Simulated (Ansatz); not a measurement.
**How the functional moves the response of AlN (F-43m) (LDA, PBEsol and r²SCAN)**

```
Al N
1.0
     0.00000    2.17114    2.17114
     2.17114    0.00000    2.17114
     2.17114    2.17114    0.00000
Al N
1 1
Direct
  0.00000 0.00000 0.00000
  0.25000 0.25000 0.25000
```

This cell (10.23 Å³ an atom) was relaxed by PAW under LDA, and each functional gets its own cell relaxed so. Quantity: dielectric response and Born charges by linear response (direction means). The structure is a database entry and needn't be the stable phase.

Runs: (1) LDA, PAW on Ansatz 0.2.0's default frozen-core files (fitted under PBE), scalar-relativistic; k mesh 8×8×8, fixed occupations, cutoff 420 eV. (2) PBEsol, PAW on Ansatz 0.2.0's default frozen-core files (fitted under PBE), scalar-relativistic; k mesh 8×8×8, fixed occupations, cutoff 420 eV. (3) r²SCAN, PAW on Ansatz 0.2.0's default frozen-core files (fitted under PBE), scalar-relativistic; k mesh 10×10×10, fixed occupations, cutoff 500 eV.

Under LDA: ε∞ = 4.54, largest |Z*| = 2.54 e, ε₀ = 8.4.

Problem. Which way does PBEsol move the volume, and by how much?

Solution. a = 4.377 Å, 10.48 Å³ an atom: 2.4 % larger.

Problem. What does PBEsol give for these quantities?

Solution. 

```json
{"quantity": "ε∞", "LDA": "4.54", "PBEsol": "4.65", "change": "+2 %"}
{"quantity": "largest |Z*|", "LDA": "2.54 e", "PBEsol": "2.55 e", "change": "under 1 %"}
{"quantity": "ε₀", "LDA": "8.4", "PBEsol": "8.6", "change": "+2 %"}
```

Problem. Which way does r²SCAN move the volume, and by how much?

Solution. a = 4.370 Å, 10.43 Å³ an atom: 1.9 % larger.

Problem. What does r²SCAN give for these quantities?

Solution. 

```
    quantity     LDA  r²SCAN     change
          ε∞    4.54    4.26       -6 %
largest |Z*|  2.54 e  2.54 e  under 1 %
          ε₀     8.4     8.0       -4 %
```

Limits of these numbers: frozen-core PAW files fitted under PBE, their cores solved anew for the functional of the run; zone-boundary modes aren't tested; this zinc-blende form is metastable at ambient conditions.
